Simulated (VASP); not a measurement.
# Hf (Im-3m) in VASP: notebook

Runs on Hf. Level: r2SCAN. Tasks: single point.

Program: VASP 6.6.1. These are calculated values, not measurements. Logs are shortened: lines on timing, memory, paths and dates and some standing lists are left out, and cuts for length are marked.

## Step 1: The structure

It takes space group Im-3m (No. 229, cubic). Conventional cell: a = 3.610 Å, b = 3.610 Å, c = 3.610 Å, α = 90.00°, β = 90.00°, γ = 90.00°. Hf (site symmetry m-3m) has 8 Hf at 3.13 Å as nearest neighbours.

This isn't the form of Hf at room conditions, which is hcp.

## Step 2: Single point, r2SCAN

Contents of INCAR:

```
SYSTEM = Hf
ADDGRID = .False.
ALGO = Normal
EDIFF = 0.01
ENCUT = 400
ISIF = 2
ISMEAR = 1
LASPH = .True.
LCHARG = .False.
LMIXTAU = .True.
LREAL = .False.
LWAVE = .False.
METAGGA = R2SCAN
NELM = 100
PREC = Accurate
SIGMA = 0.15
```

Contents of KPOINTS:

```
k-points
0
Gamma
  13 13 13
  0 0 0
```

Contents of POSCAR:

```
Hf
1.0
   -1.8050000000      1.8050000000      1.8050000000
    1.8050000000     -1.8050000000      1.8050000000
    1.8050000000      1.8050000000     -1.8050000000
Hf
1
Direct
    0.0000000000      0.0000000000      0.0000000000
```

Potentials or basis: VASP PAW PBE potentials, release 64 (Hf).

Run with:

```
$ cat potpaw_PBE.64/Hf/POTCAR > POTCAR
$ mpirun -np 1 vasp_std > vasp.out
```

OUTCAR:

```text
SYSTEM = Hf
   EDIFF = 0.01
   ENCUT = 400
   ISIF = 2
   ISMEAR = 1
   LASPH = .True.
   LREAL = .False.
   METAGGA = R2SCAN
   NELM = 100
   PREC = Accurate

 Found     84 irreducible k-points:

 Following reciprocal coordinates:
            Coordinates               Weight
  0.000000  0.000000  0.000000      1.000000
  0.076923  0.000000  0.000000     12.000000
  0.153846  0.000000  0.000000     12.000000
  0.230769  0.000000  0.000000     12.000000
  0.307692  0.000000  0.000000     12.000000
  0.384615  0.000000  0.000000     12.000000
   k-points           NKPTS =     84   k-points in BZ     NKDIM =     84   number of bands    NBANDS=      6
   number of dos      NEDOS =    301   number of ions     NIONS =      1
   total plane-waves  NPLWV =   8000
   dimension x,y,z NGX =    20 NGY =   20 NGZ =   20
   dimension x,y,z NGXF=    40 NGYF=   40 NGZF=   40
   ions per type =               1
   NGX,Y,Z   is equivalent  to a cutoff of  10.64, 10.64, 10.64 a.u.
   NGXF,Y,Z  is equivalent  to a cutoff of  21.27, 21.27, 21.27 a.u.
 SYSTEM =  Hf
   PREC   = accura    normal or accurate (medium, high low for compatibility)
   ISTART =      0    job   : 0-new  1-cont  2-samecut
   ICHARG =      2    charge: 1-file 2-atom 10-const
   ISPIN  =      1    spin polarized calculation?
   LNONCOLLINEAR =      F non collinear calculations
   LSORBIT =      F    spin-orbit coupling
   LASPH  =      T    aspherical Exc in radial PAW
   ENCUT  =  400.0 eV  29.40 Ry    5.42 a.u.   5.10  5.10  5.10*2*pi/ulx,y,z
   NELM   =    100;   NELMIN=  2; NELMDL= -5     # of ELM steps
   EDIFF  = 0.1E-01   stopping-criterion for ELM
   LREAL  =      F    real-space projection
   EDIFFG = 0.1E+00   stopping-criterion for IOM
   NSW    =      0    number of steps for IOM
   IBRION =     -1    ionic relax: 0-MD 1-quasi-New 2-CG
   NFREE  =      0    steps in history (QN), initial steepest desc. (CG)
   ISIF   =      2    stress and relaxation
   ISYM   =      2    0-nonsym 1-usesym 2-fastsym
   POTIM  = 0.5000    time-step for ionic-motion
   TEBEG  =    0.0;   TEEND  =   0.0 temperature during run
   PSTRESS=    0.0 pullay stress
   NELECT =       4.0000    total number of electrons
   NUPDOWN=      -1.0000    fix difference up-down
   EMIN   =  10.00;   EMAX   =-10.00  energy-range for DOS
   EFERMI =   0.00;   METHOD = LEGACY
   ISMEAR =     1;   SIGMA  =   0.15  broadening in eV -4-tet -1-fermi 0-gaus
   EFERMI_NEDOS =   21; number of points for ismear=-14 and -15
   IALGO  =     38    algorithm
   IMIX   =      4    mixing-type and parameters
     AMIX     =   0.40;   BMIX     =  1.00
     AMIX_MAG =   1.60;   BMIX_MAG =  1.00
  volume/ion in A,a.u.               =      23.52       158.74
  Fermi-wavevector in a.u.,A,eV,Ry     =   0.906980  1.713943 11.192321  0.822612
  Thomas-Fermi vector in A             =   2.030732
   LORBIT       =      0    0 simple, 1 ext, 2 COOP (PROOUT), +10 PAW based schemes
   METAGGA = R2SCAN    functional components
   LHFCALC =     F    Hartree Fock is set to
   AEXX    =    0.0000 exact exchange contribution
   IVDW    =     0    specifies the selected vdW correction
   LEPSILON=     F    determine dielectric tensor
   LRPA    =     F    only Hartree local field effects (RPA)
 non-spin polarized calculation
 Methfessel and Paxton  Order N= 1 SIGMA  =   0.15
  energy-cutoff  :      400.00
  volume of cell :       23.52
 maximum number of plane-waves:       438
   NGX = 11   NGY = 11   NGZ = 11

 number of electron       4.0000000 magnetization

 Free energy of the ion-electron system (eV)
  ---------------------------------------------------
  ext. energy  EPLUGINS =         0.00000000
  ---------------------------------------------------
  free energy    TOTEN  =       -44.83375034 eV

  energy without entropy =      -44.83231230  energy(sigma->0) =      -44.83327099

 E-fermi :   4.5045     XC(G=0): -11.3056

 val. band max:        4.5034792526   @ k =  -0.3077   0.3077   0.1538
 cond. band min:       4.5094559087   @ k =   0.1538   0.1538   0.0769
 fundamental gap:      0.0059766561
 Fermi energy:         4.5044595037

 k-point     1 :       0.0000    0.0000    0.0000
  band No.  band energies     occupation
      1      -2.6238      2.00000
      2       6.1838     -0.00000
      3       6.1838     -0.00000
      4       6.1838     -0.00000
      5       8.7839      0.00000
      6       8.7839      0.00000

 k-point     2 :       0.0769    0.0000    0.0000
  band No.  band energies     occupation
      1      -2.4138      2.00000
      2       6.0323     -0.00000
      3       6.1155     -0.00000
      4       6.3874     -0.00000
      5       8.5547      0.00000
      6       8.7819      0.00000

 k-point     3 :       0.1538    0.0000    0.0000
  band No.  band energies     occupation
      1      -1.8116      2.00000
      2       5.6457     -0.00000
      3       5.8053     -0.00000
      4       6.9870     -0.00000
      5       8.2423      0.00000
      6       8.8003      0.00000

 k-point     4 :       0.2308    0.0000    0.0000
  band No.  band energies     occupation
      1      -0.9112      2.00000
      2       5.1653     -0.00000
      3       5.2454     -0.00000
      4       7.9474      0.00000
      5       8.2662      0.00000
      6       8.8887      0.00000

 k-point     5 :       0.3077    0.0000    0.0000
  band No.  band energies     occupation
      1       0.0888      2.00000
      2       4.7166     -0.06245
      3       4.7933     -0.02017
      4       8.5078      0.00000
      5       9.0760      0.00000
      6       9.1943      0.00000

 k-point     6 :       0.3846    0.0000    0.0000
  band No.  band energies     occupation
      1       0.8571      2.00000
      2       4.3810      1.99154
      3       4.8008     -0.01728
      4       8.6950      0.00000
      5       9.3310      0.00000
      6      10.5642      0.00000

 [... further k-points ...]
[... 5 lines left out ...]
  --------------------------------------------------------------------------------------
  -------------------------------------------------------------------------------------
  Total       -1.9179155     -1.9179155     -1.9179155     -0.0000000      0.0000000     -0.0000000
  in kB     -130.6316600   -130.6316600   -130.6316600     -0.0000000      0.0000000     -0.0000000
  external PRESSURE =    -130.6316600 kB  Pullay stress =       0.0000000 kB

 VOLUME and BASIS-vectors are now :
 -----------------------------------------------------------------------------
  energy-cutoff  :      400.00
  volume of cell :       23.52
      direct lattice vectors                 reciprocal lattice vectors
    -1.805000000  1.805000000  1.805000000     0.000000000  0.277008310  0.277008310
     1.805000000 -1.805000000  1.805000000     0.277008310  0.000000000  0.277008310
     1.805000000  1.805000000 -1.805000000     0.277008310  0.277008310  0.000000000

 POSITION                                       TOTAL-FORCE (eV/Angst)
 -----------------------------------------------------------------------------------
      0.00000      0.00000      0.00000        -0.000000      0.000000     -0.000000
 -----------------------------------------------------------------------------------
    total drift:                                0.000000      0.000000     -0.000000

  FREE ENERGIE OF THE ION-ELECTRON SYSTEM (eV)
  ---------------------------------------------------
  free  energy   TOTEN  =       -44.8337503353 eV

  energy  without entropy=      -44.8323123020  energy(sigma->0) =      -44.83327099
```

Run time: 19 s. Hardware: 1 thread of Intel Xeon Platinum 8488C (Sapphire Rapids), shared host; peak memory 0.13 GiB.

The run converged, but some of its settings lie outside the range that counts as converged, so its numbers aren't taken as properties of the crystal.

What came out:

```
Free energy            : -44.8338 eV
Pressure               : -13.1 GPa
Band gap on the k mesh : none (metal or under the smearing width)
```

Caveat: the PAW data sets were made with another functional, which shifts forces and pressure a little.

## Step 3: Single point, r2SCAN

Changes to INCAR since step 2:

```diff
@@ -3,3 +3,3 @@
 ALGO = Normal
-EDIFF = 0.01
+EDIFF = 0.001
 ENCUT = 400
```

KPOINTS is that of step 2.

POSCAR is that of step 2.

Potentials or basis: VASP PAW PBE potentials, release 64 (Hf).

Run with:

```
$ cat potpaw_PBE.64/Hf/POTCAR > POTCAR
$ mpirun -np 1 vasp_std > vasp.out
```

OUTCAR:

```text
SYSTEM = Hf
   EDIFF = 0.001
   ENCUT = 400
   ISIF = 2
   ISMEAR = 1
   LASPH = .True.
   LREAL = .False.
   METAGGA = R2SCAN
   NELM = 100
   PREC = Accurate

 Found     84 irreducible k-points:

 Following reciprocal coordinates:
            Coordinates               Weight
  0.000000  0.000000  0.000000      1.000000
  0.076923  0.000000  0.000000     12.000000
  0.153846  0.000000  0.000000     12.000000
  0.230769  0.000000  0.000000     12.000000
  0.307692  0.000000  0.000000     12.000000
  0.384615  0.000000  0.000000     12.000000
   k-points           NKPTS =     84   k-points in BZ     NKDIM =     84   number of bands    NBANDS=      6
   number of dos      NEDOS =    301   number of ions     NIONS =      1
   total plane-waves  NPLWV =   8000
   dimension x,y,z NGX =    20 NGY =   20 NGZ =   20
   dimension x,y,z NGXF=    40 NGYF=   40 NGZF=   40
   ions per type =               1
   NGX,Y,Z   is equivalent  to a cutoff of  10.64, 10.64, 10.64 a.u.
   NGXF,Y,Z  is equivalent  to a cutoff of  21.27, 21.27, 21.27 a.u.
 SYSTEM =  Hf
   PREC   = accura    normal or accurate (medium, high low for compatibility)
   ISTART =      0    job   : 0-new  1-cont  2-samecut
   ICHARG =      2    charge: 1-file 2-atom 10-const
   ISPIN  =      1    spin polarized calculation?
   LNONCOLLINEAR =      F non collinear calculations
   LSORBIT =      F    spin-orbit coupling
   LASPH  =      T    aspherical Exc in radial PAW
   ENCUT  =  400.0 eV  29.40 Ry    5.42 a.u.   5.10  5.10  5.10*2*pi/ulx,y,z
   NELM   =    100;   NELMIN=  2; NELMDL= -5     # of ELM steps
   EDIFF  = 0.1E-02   stopping-criterion for ELM
   LREAL  =      F    real-space projection
   EDIFFG = 0.1E-01   stopping-criterion for IOM
   NSW    =      0    number of steps for IOM
   IBRION =     -1    ionic relax: 0-MD 1-quasi-New 2-CG
   NFREE  =      0    steps in history (QN), initial steepest desc. (CG)
   ISIF   =      2    stress and relaxation
   ISYM   =      2    0-nonsym 1-usesym 2-fastsym
   POTIM  = 0.5000    time-step for ionic-motion
   TEBEG  =    0.0;   TEEND  =   0.0 temperature during run
   PSTRESS=    0.0 pullay stress
   NELECT =       4.0000    total number of electrons
   NUPDOWN=      -1.0000    fix difference up-down
   EMIN   =  10.00;   EMAX   =-10.00  energy-range for DOS
   EFERMI =   0.00;   METHOD = LEGACY
   ISMEAR =     1;   SIGMA  =   0.15  broadening in eV -4-tet -1-fermi 0-gaus
   EFERMI_NEDOS =   21; number of points for ismear=-14 and -15
   IALGO  =     38    algorithm
   IMIX   =      4    mixing-type and parameters
     AMIX     =   0.40;   BMIX     =  1.00
     AMIX_MAG =   1.60;   BMIX_MAG =  1.00
  volume/ion in A,a.u.               =      23.52       158.74
  Fermi-wavevector in a.u.,A,eV,Ry     =   0.906980  1.713943 11.192321  0.822612
  Thomas-Fermi vector in A             =   2.030732
   LORBIT       =      0    0 simple, 1 ext, 2 COOP (PROOUT), +10 PAW based schemes
   METAGGA = R2SCAN    functional components
   LHFCALC =     F    Hartree Fock is set to
   AEXX    =    0.0000 exact exchange contribution
   IVDW    =     0    specifies the selected vdW correction
   LEPSILON=     F    determine dielectric tensor
   LRPA    =     F    only Hartree local field effects (RPA)
 non-spin polarized calculation
 Methfessel and Paxton  Order N= 1 SIGMA  =   0.15
  energy-cutoff  :      400.00
  volume of cell :       23.52
 maximum number of plane-waves:       438
   NGX = 11   NGY = 11   NGZ = 11

 number of electron       4.0000000 magnetization

 Free energy of the ion-electron system (eV)
  ---------------------------------------------------
  ext. energy  EPLUGINS =         0.00000000
  ---------------------------------------------------
  free energy    TOTEN  =       -44.86745225 eV

  energy without entropy =      -44.86606660  energy(sigma->0) =      -44.86699037

 E-fermi :   4.4325     XC(G=0): -11.4505

 val. band max:        4.4169235523   @ k =   0.2308   0.0769   0.0769
 cond. band min:       4.4346074375   @ k =   0.1538   0.1538   0.0769
 fundamental gap:      0.0176838852
 Fermi energy:         4.4325491481

 k-point     1 :       0.0000    0.0000    0.0000
  band No.  band energies     occupation
      1      -2.7766      2.00000
      2       6.1116     -0.00000
      3       6.1116     -0.00000
      4       6.1118     -0.00000
      5       8.7779      0.00000
      6       8.7779      0.00000

 k-point     2 :       0.0769    0.0000    0.0000
  band No.  band energies     occupation
      1      -2.5652      2.00000
      2       5.9596     -0.00000
      3       6.0440     -0.00000
      4       6.3177     -0.00000
      5       8.5469      0.00000
      6       8.7757      0.00000

 k-point     3 :       0.1538    0.0000    0.0000
  band No.  band energies     occupation
      1      -1.9589      2.00000
      2       5.5716     -0.00000
      3       5.7379     -0.00000
      4       6.9244     -0.00000
      5       8.2278      0.00000
      6       8.7937      0.00000

 k-point     4 :       0.2308    0.0000    0.0000
  band No.  band energies     occupation
      1      -1.0519      2.00000
      2       5.0892     -0.00000
      3       5.1827     -0.00000
      4       7.8970      0.00000
      5       8.2440      0.00000
      6       8.8818      0.00000

 k-point     5 :       0.3077    0.0000    0.0000
  band No.  band energies     occupation
      1      -0.0419      2.00000
      2       4.6383     -0.06550
      3       4.7293     -0.01714
      4       8.4818      0.00000
      5       9.0689      0.00000
      6       9.1621      0.00000

 k-point     6 :       0.3846    0.0000    0.0000
  band No.  band energies     occupation
      1       0.7404      2.00000
      2       4.3009      2.01463
      3       4.7287     -0.01737
      4       8.6663      0.00000
      5       9.3242      0.00000
      6      10.5576      0.00000

 [... further k-points ...]
[... 5 lines left out ...]
  --------------------------------------------------------------------------------------
  -------------------------------------------------------------------------------------
  Total       -1.2808328     -1.2808328     -1.2808328     -0.0000000     -0.0000000     -0.0000000
  in kB      -87.2391495    -87.2391495    -87.2391495     -0.0000000     -0.0000000     -0.0000000
  external PRESSURE =     -87.2391495 kB  Pullay stress =       0.0000000 kB

 VOLUME and BASIS-vectors are now :
 -----------------------------------------------------------------------------
  energy-cutoff  :      400.00
  volume of cell :       23.52
      direct lattice vectors                 reciprocal lattice vectors
    -1.805000000  1.805000000  1.805000000     0.000000000  0.277008310  0.277008310
     1.805000000 -1.805000000  1.805000000     0.277008310  0.000000000  0.277008310
     1.805000000  1.805000000 -1.805000000     0.277008310  0.277008310  0.000000000

 POSITION                                       TOTAL-FORCE (eV/Angst)
 -----------------------------------------------------------------------------------
      0.00000      0.00000      0.00000        -0.000000      0.000000     -0.000000
 -----------------------------------------------------------------------------------
    total drift:                                0.000000      0.000000      0.000000

  FREE ENERGIE OF THE ION-ELECTRON SYSTEM (eV)
  ---------------------------------------------------
  free  energy   TOTEN  =       -44.8674522497 eV

  energy  without entropy=      -44.8660665973  energy(sigma->0) =      -44.86699037
```

OSZICAR:

```text
N       E                     dE             d eps       ncg     rms          rms(c)
DAV:   1    -0.385679670822E+02   -0.38568E+02   -0.13008E+03  1014   0.423E+02
DAV:   2    -0.444898007090E+02   -0.59218E+01   -0.57001E+01  1920   0.456E+01
DAV:   3    -0.445446447302E+02   -0.54844E-01   -0.54314E-01  1050   0.519E+00
DAV:   4    -0.445448264124E+02   -0.18168E-03   -0.18170E-03  1440   0.248E-01
DAV:   5    -0.445448265684E+02   -0.15599E-06   -0.15536E-06   708   0.708E-03    0.664E+00
DAV:   6    -0.448466755290E+02   -0.30185E+00   -0.18494E-01  1212   0.269E+00    0.390E+00
DAV:   7    -0.448047812828E+02    0.41894E-01   -0.68925E-01  1158   0.516E+00    0.185E+00
DAV:   8    -0.448417287964E+02   -0.36948E-01   -0.35077E-01  1020   0.361E+00    0.311E-01
DAV:   9    -0.448338098324E+02    0.79190E-02   -0.13858E-02  1350   0.978E-01    0.194E-01
DAV:  10    -0.448676181208E+02   -0.33808E-01   -0.17130E-02  1278   0.959E-01    0.181E-01
DAV:  11    -0.448674522497E+02    0.16587E-03   -0.14364E-04   540   0.972E-02
   1 F= -.44867452E+02 E0= -.44866990E+02  d E =-.138565E-02
```

Run time: 28 s. Hardware: 1 thread of Intel Xeon Platinum 8488C (Sapphire Rapids), shared host; peak memory 0.13 GiB.

The run converged, but some of its settings lie outside the range that counts as converged, so its numbers aren't taken as properties of the crystal.

Results:

```yaml
Free_energy: -44.8675 eV
Pressure: -8.7 GPa
Band_gap_on_the_k_mesh: none (metal or under the smearing width)
```

Caveat: the PAW data sets were made with another functional, which shifts forces and pressure a little.

## Step 4: Single point, r2SCAN

Changes to INCAR since step 3:

```diff
@@ -3,3 +3,3 @@
 ALGO = Normal
-EDIFF = 0.001
+EDIFF = 1E-4
 ENCUT = 400
```

KPOINTS is that of step 3.

POSCAR is that of step 3.

Run with:

```
$ cat potpaw_PBE.64/Hf/POTCAR > POTCAR
$ mpirun -np 1 vasp_std > vasp.out
```

Wall time 23 s (1 thread of Intel Xeon Platinum 8488C (Sapphire Rapids), shared host); peak memory 0.13 GiB.

The run converged, but some of its settings lie outside the range that counts as converged, so its numbers aren't taken as properties of the crystal.

Results:

```
Free energy            : -44.8675 eV
Pressure               : -8.8 GPa
Band gap on the k mesh : none (metal or under the smearing width)
```

Caveat: the PAW data sets were made with another functional, which shifts forces and pressure a little.

## Step 5: Single point, r2SCAN

Changes to INCAR since step 4:

```diff
@@ -3,3 +3,3 @@
 ALGO = Normal
-EDIFF = 1E-4
+EDIFF = 1E-5
 ENCUT = 400
```

KPOINTS is that of step 4.

POSCAR is that of step 4.

Run with:

```
$ cat potpaw_PBE.64/Hf/POTCAR > POTCAR
$ mpirun -np 1 vasp_std > vasp.out
```

It took 30 s on 1 thread of Intel Xeon Platinum 8488C (Sapphire Rapids), shared host; peak memory 0.13 GiB.

The run converged, but some of its settings lie outside the range that counts as converged, so its numbers aren't taken as properties of the crystal.

Results:

- Free energy: -44.8668 eV
- Pressure: -7.8 GPa
- Band gap on the k mesh: none (metal or under the smearing width)

Caveat: the PAW data sets were made with another functional, which shifts forces and pressure a little.

## Step 6: For comparison

An earlier run on the cell as given: functional PBE; potentials or basis VASP PAW PBE potentials, release 64 (Hf_pv); cutoff 520 eV; k mesh 10 × 10 × 10; occupations fermi-dirac, width 0.05 eV; no spin polarisation.

* Pressure: -5.3 GPa
* Band gap on the k mesh: none (metal or under the smearing width)
